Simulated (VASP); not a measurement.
# SrO (Fm-3m) in VASP: a series of runs, part 2 of 2

VASP 6.6.1.

## 4. Single point, PBEsol

Input file run.py:

```python
from ase.calculators.vasp import Vasp
from ase.dft.bandgap import bandgap
from ase.io import read

atoms = read('SrO.cif', primitive_cell=True, subtrans_included=False)
calc = Vasp(
    directory='calc',
    xc='pbesol',
    pp='PBE',
    setups='recommended',
    pp_version='54',
    prec='Accurate',
    encut=520,
    ediff=1e-06,
    ismear=0,
    sigma=0.05,
    lreal=False,
    lasph=True,
    nelm=100,
    algo='Fast',
    isif=2,
    lwave=False,
    lcharg=True,
    lelf=True,
    lvhar=True,
    kpts=[9, 9, 9],
    gamma=True,
    nbands=15,
)
atoms.calc = calc

print('energy (eV):', atoms.get_potential_energy())
print('free energy (eV):', atoms.get_potential_energy(force_consistent=True))
print('forces (eV/A):')
print(atoms.get_forces())
print('stress (eV/A^3, Voigt):', atoms.get_stress())
print('Fermi level (eV):', calc.get_fermi_level())
gap, top, bottom = bandgap(calc)
print('band gap (eV):', gap, 'from (spin, k, band)', top, 'to', bottom)
```

Input file SrO.cif:

```cif
data_SrO
_cell_length_a 5.13260000
_cell_length_b 5.13260000
_cell_length_c 5.13260000
_cell_angle_alpha 90.00000000
_cell_angle_beta 90.00000000
_cell_angle_gamma 90.00000000
_space_group_name_H-M_alt 'Fm-3m'
_space_group_name_Hall '-F 4 2 3'
_space_group_IT_number 225
loop_
_space_group_symop_operation_xyz
'x,y,z'
'-x,-y,-z'
'-y,x,z'
'y,-x,-z'
'-x,-y,z'
'x,y,-z'
'y,-x,z'
'-y,x,-z'
'x,-y,-z'
'-x,y,z'
'-y,-x,-z'
'y,x,z'
'-x,y,-z'
'x,-y,z'
'y,x,-z'
'-y,-x,z'
'z,x,y'
'-z,-x,-y'
'z,-y,x'
'-z,y,-x'
'z,-x,-y'
'-z,x,y'
'z,y,-x'
'-z,-y,x'
'-z,x,-y'
'z,-x,y'
'-z,-y,-x'
'z,y,x'
'-z,-x,y'
'z,x,-y'
'-z,y,x'
'z,-y,-x'
'y,z,x'
'-y,-z,-x'
'x,z,-y'
'-x,-z,y'
'-y,z,-x'
'y,-z,x'
'-x,z,y'
'x,-z,-y'
'-y,-z,x'
'y,z,-x'
'-x,-z,-y'
'x,z,y'
'y,-z,-x'
'-y,z,x'
'x,-z,y'
'-x,z,-y'
'x,y+1/2,z+1/2'
'-x,-y+1/2,-z+1/2'
'-y,x+1/2,z+1/2'
'y,-x+1/2,-z+1/2'
[... 63 lines left out ...]
'-z+1/2,y,-x+1/2'
'z+1/2,-x,-y+1/2'
'-z+1/2,x,y+1/2'
'z+1/2,y,-x+1/2'
'-z+1/2,-y,x+1/2'
'-z+1/2,x,-y+1/2'
'z+1/2,-x,y+1/2'
'-z+1/2,-y,-x+1/2'
'z+1/2,y,x+1/2'
'-z+1/2,-x,y+1/2'
'z+1/2,x,-y+1/2'
'-z+1/2,y,x+1/2'
'z+1/2,-y,-x+1/2'
'y+1/2,z,x+1/2'
'-y+1/2,-z,-x+1/2'
'x+1/2,z,-y+1/2'
'-x+1/2,-z,y+1/2'
'-y+1/2,z,-x+1/2'
'y+1/2,-z,x+1/2'
'-x+1/2,z,y+1/2'
'x+1/2,-z,-y+1/2'
'-y+1/2,-z,x+1/2'
'y+1/2,z,-x+1/2'
'-x+1/2,-z,-y+1/2'
'x+1/2,z,y+1/2'
'y+1/2,-z,-x+1/2'
'-y+1/2,z,x+1/2'
'x+1/2,-z,y+1/2'
'-x+1/2,z,-y+1/2'
'x+1/2,y+1/2,z'
'-x+1/2,-y+1/2,-z'
'-y+1/2,x+1/2,z'
'y+1/2,-x+1/2,-z'
'-x+1/2,-y+1/2,z'
'x+1/2,y+1/2,-z'
'y+1/2,-x+1/2,z'
'-y+1/2,x+1/2,-z'
'x+1/2,-y+1/2,-z'
'-x+1/2,y+1/2,z'
'-y+1/2,-x+1/2,-z'
'y+1/2,x+1/2,z'
'-x+1/2,y+1/2,-z'
'x+1/2,-y+1/2,z'
'y+1/2,x+1/2,-z'
'-y+1/2,-x+1/2,z'
'z+1/2,x+1/2,y'
'-z+1/2,-x+1/2,-y'
'z+1/2,-y+1/2,x'
'-z+1/2,y+1/2,-x'
'z+1/2,-x+1/2,-y'
'-z+1/2,x+1/2,y'
'z+1/2,y+1/2,-x'
'-z+1/2,-y+1/2,x'
'-z+1/2,x+1/2,-y'
'z+1/2,-x+1/2,y'
'-z+1/2,-y+1/2,-x'
'z+1/2,y+1/2,x'
'-z+1/2,-x+1/2,y'
'z+1/2,x+1/2,-y'
'-z+1/2,y+1/2,x'
'z+1/2,-y+1/2,-x'
'y+1/2,z+1/2,x'
'-y+1/2,-z+1/2,-x'
'x+1/2,z+1/2,-y'
'-x+1/2,-z+1/2,y'
'-y+1/2,z+1/2,-x'
'y+1/2,-z+1/2,x'
'-x+1/2,z+1/2,y'
'x+1/2,-z+1/2,-y'
'-y+1/2,-z+1/2,x'
'y+1/2,z+1/2,-x'
'-x+1/2,-z+1/2,-y'
'x+1/2,z+1/2,y'
'y+1/2,-z+1/2,-x'
'-y+1/2,z+1/2,x'
'x+1/2,-z+1/2,y'
'-x+1/2,z+1/2,-y'
loop_
_atom_site_label
_atom_site_type_symbol
_atom_site_symmetry_multiplicity
_atom_site_Wyckoff_symbol
_atom_site_fract_x
_atom_site_fract_y
_atom_site_fract_z
_atom_site_occupancy
Sr1 Sr 4 b 0.5000000000 0.0000000000 0.0000000000 1
O1 O 4 a 0.0000000000 0.0000000000 0.0000000000 1
```

Potentials or basis: VASP PAW PBE potentials, release 54 (Sr_sv, O).

The run is started by

```sh
> python run.py
```

Log:

```text
energy (eV): -12.63973079
free energy (eV): -12.63973079
forces (eV/A):
[[-0. -0.  0.]
 [ 0.  0. -0.]]
stress (eV/A^3, Voigt): [-0.00043381 -0.00043381 -0.00043381  0.          0.          0.        ]
Fermi level (eV): 1.74190911
band gap (eV): 3.2103 from (spin, k, band) (0, np.int64(0), np.int64(7)) to (0, np.int64(23), np.int64(8))
```

OUTCAR:

```text
ENCUT = 520.000000
   EDIFF = 1.00e-06
   GGA = PS
   PREC = Accurate
   ISIF = 2
   ISMEAR = 0
   NELM = 100
   LASPH = .TRUE.
   LREAL = .FALSE.

 ion  position               nearest neighbor table
   1  0.500  0.500  0.500-   2 2.57   2 2.57   2 2.57   2 2.57   2 2.57   2 2.57
   2  0.000  0.000  0.000-   1 2.57   1 2.57   1 2.57   1 2.57   1 2.57   1 2.57

  LATTYP: Found a face centered cubic cell.
[... 632 lines left out ...]
  in kB        0.6950480      0.6950480      0.6950480     -0.0000000     -0.0000000     -0.0000000
  external PRESSURE =       0.6950480 kB  Pullay stress =       0.0000000 kB

 VOLUME and BASIS-vectors are now :
 -----------------------------------------------------------------------------
  energy-cutoff  :      520.00
  volume of cell :       33.80
      direct lattice vectors                 reciprocal lattice vectors
     0.000000000  2.566300000  2.566300000    -0.194833028  0.194833028  0.194833028
     2.566300000  0.000000000  2.566300000     0.194833028 -0.194833028  0.194833028
     2.566300000  2.566300000  0.000000000     0.194833028  0.194833028 -0.194833028

 POSITION                                       TOTAL-FORCE (eV/Angst)
 -----------------------------------------------------------------------------------
      2.56630      2.56630      2.56630        -0.000000     -0.000000      0.000000
      0.00000      0.00000      0.00000         0.000000      0.000000     -0.000000
 -----------------------------------------------------------------------------------
    total drift:                                0.000000      0.000000      0.000000

  FREE ENERGIE OF THE ION-ELECTRON SYSTEM (eV)
  ---------------------------------------------------
  free  energy   TOTEN  =       -12.6397307937 eV

  energy  without entropy=      -12.6397307937  energy(sigma->0) =      -12.63973079
```

INCAR:

```text
ENCUT = 520.000000
SIGMA = 0.050000
EDIFF = 1.00e-06
ALGO = Fast
GGA = PS
PREC = Accurate
ISIF = 2
ISMEAR = 0
NBANDS = 15
NELM = 100
LASPH = .TRUE.
LCHARG = .TRUE.
LELF = .TRUE.
LVHAR = .TRUE.
LWAVE = .FALSE.
LREAL = .FALSE.
```

Wall time 21 s (1 thread of Intel Xeon Platinum 8488C (Sapphire Rapids), shared host); peak memory 0.16 GiB.

Results:

```yaml
Free_energy: -12.6397 eV
Pressure: 0.1 GPa
Band_gap_on_the_k_mesh: 3.21 eV, indirect (least direct gap 3.30 eV)
```

Caveat: the PAW data sets were made with another functional, which shifts forces and pressure a little; an odd mesh through Γ misses points on the zone boundary, where band edges often lie.
